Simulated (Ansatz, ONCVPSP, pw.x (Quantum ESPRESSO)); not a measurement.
# pw.x on fcc Nb: one setting changed

Potential: optimised norm-conserving Vanderbilt (ONCV), ONCVPSP 4.0.1, PBE; core [Ar] 3d10, reference 4s2 4p6 4d4 5s1; waves: 4s+5s: rc 2.15 bohr, ncon 5, nbas 9, qcut 6.4 1/bohr, 2 projectors; 4p: rc 1.75 bohr, ncon 4, nbas 8, qcut 8.3 1/bohr, 2 projectors, debl 3.8 Ha; 4d: rc 2.55 bohr, ncon 5, nbas 9, qcut 6.9 1/bohr, 2 projectors, debl 2 Ha; local part: polynomial inside 1.50 bohr (lpopt 3, dvloc0 3.5 Ha); core correction: none.

The reference run (k-mesh 13³, cutoffs 60/240 Ry, Fermi–Dirac 0.01 Ry, mixing_beta 0.4, conv_thr 1e-9, no spin) gives 0.72 GPa at 18.774 Å³/atom, where all-electron LAPW gives 0.27 GPa. This run, with its own iteration cap, changes conv_thr to 0.0001.

```
&control
  calculation='scf', prefix='x', pseudo_dir='./', outdir='./tmp', tstress=.true., disk_io='none'
/
&system
  ibrav=0, nat=1, ntyp=1, ecutwfc=60, ecutrho=240, nbnd=14,
  occupations='smearing', smearing='fd', degauss=0.01
/
&electrons
  conv_thr=0.0001, mixing_beta=0.4, electron_maxstep=50
/
ATOMIC_SPECIES
Nb 1.0 Nb.UPF
CELL_PARAMETERS angstrom
  0.00000000 2.10948094 2.10948094
  2.10948094 0.00000000 2.10948094
  2.10948094 2.10948094 0.00000000
ATOMIC_POSITIONS crystal
Nb 0.0000 0.0000 0.0000
K_POINTS automatic
13 13 13 0 0 0
```

```bash
pw.x < Nb.scf.in > Nb.scf.out
```

Task: How does the run end?

Result: It converges in 4 iterations; the free energy moves by +0.2 meV/atom and the pressure by -2.54 GPa.

```
Message from routine setup:
     using ibrav=0 with symmetry is DISCOURAGED, use correct ibrav instead
     lattice parameter (alat)  =       5.6375  a.u.
     unit-cell volume          =     126.6932 (a.u.)^3
     number of electrons       =        13.00
     number of Kohn-Sham states=           14
     kinetic-energy cutoff     =      60.0000  Ry
     charge density cutoff     =     240.0000  Ry
     scf convergence threshold =      1.0E-04
     Exchange-correlation= PBE
     number of k points=    84  Fermi-Dirac smearing, width (Ry)=  0.0100
     iteration #  1     ecut=    60.00 Ry     beta= 0.40
     total energy              =    -114.47483676 Ry
     estimated scf accuracy    <       0.09734078 Ry
     iteration #  2     ecut=    60.00 Ry     beta= 0.40
     total energy              =    -114.47750216 Ry
     estimated scf accuracy    <       0.01235925 Ry
     iteration #  3     ecut=    60.00 Ry     beta= 0.40
     total energy              =    -114.47898739 Ry
     estimated scf accuracy    <       0.00076732 Ry
     iteration #  4     ecut=    60.00 Ry     beta= 0.40
     the Fermi energy is    17.4268 ev
!    total energy              =    -114.47902035 Ry
     estimated scf accuracy    <       0.00003271 Ry
     smearing contrib. (-TS)   =      -0.00684006 Ry
     The total energy is F=E-TS. E is the sum of the following terms:
     one-electron contribution =     -19.40761913 Ry
     hartree contribution      =      15.77306043 Ry
     xc contribution           =     -13.65054657 Ry
     ewald contribution        =     -97.18707503 Ry
     convergence has been achieved in   4 iterations
          total   stress  (Ry/bohr**3)                   (kbar)     P=      -18.28
     Message from routine punch:
     Nothing written, as per user request (disk_io='none')
```

The run took about 6.1 s on one core of a shared host (Intel(R) Xeon(R) 6975P-C, 192 threads, 756 GiB, load 104).
